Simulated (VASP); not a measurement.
Wanted: the native input for a VASP 6.6.1 run.

| Property | Result |
| --- | --- |
| Task | single point |
| Functional | PBE |
| Potentials or basis | VASP PAW PBE potentials, release 64 (O, Sn_d, H) |
| Cutoff | 520 eV |
| k mesh | 1 × 1 × 1 |
| Occupations | gaussian, width 0.01 eV |
| Spin | no spin polarisation |
| Further INCAR settings | ALGO = Normal; EDIFF = 1e-07 |

The structure of O2SnH2 lies in POSCAR:

```
SnH2O2
1.0
   13.0000000000      0.0000000000      0.0000000000
    0.0000000000     11.0000000000      0.0000000000
    0.0000000000      0.0000000000     11.0000000000
O Sn H
2 1 2
Direct
    0.4362980000      0.5288760000      0.4486510000
    0.6347410000      0.5106170000      0.5601010000
    0.5044480000      0.4295440000      0.5791010000
    0.3702770000      0.5120030000      0.4278040000
    0.6307830000      0.5770580000      0.5020430000
```

The cell isn't the ideal one: atoms moved at random, drawn with an rms of 0.05 Å.

These files were run (other wordings do the same):

INCAR

```
PREC = Accurate
ENCUT = 520
EDIFF = 1E-7
ISMEAR = 0
SIGMA = 0.01
LREAL = F
LASPH = T
NELM = 60
ALGO = Normal
ISIF = 2
LWAVE = F
LCHARG = T
GGA = PE
LELF = T
LVHAR = T
LVACPOTAV = T
```

KPOINTS

```
regular mesh
0
Gamma
  1 1 1
```

Potentials or basis: VASP PAW PBE potentials, release 64 (O, Sn_d, H).

The run is started by

```sh
$ cat potpaw_PBE.64/O/POTCAR potpaw_PBE.64/Sn_d/POTCAR potpaw_PBE.64/H/POTCAR > POTCAR
$ mpirun -np 1 vasp_gam > vasp.out
```

It gave:

```
Largest force                   : 4.032 eV/Å
Gap between the frontier levels : 3.67 eV
```

Caveat: spin-orbit coupling is left out, which moves the levels of the heavy elements.

Run time: 2.1 min on 1 thread of Intel(R) Xeon(R) Platinum 8488C (Sapphire Rapids), with other jobs on the host, peak memory 1.1 GiB.
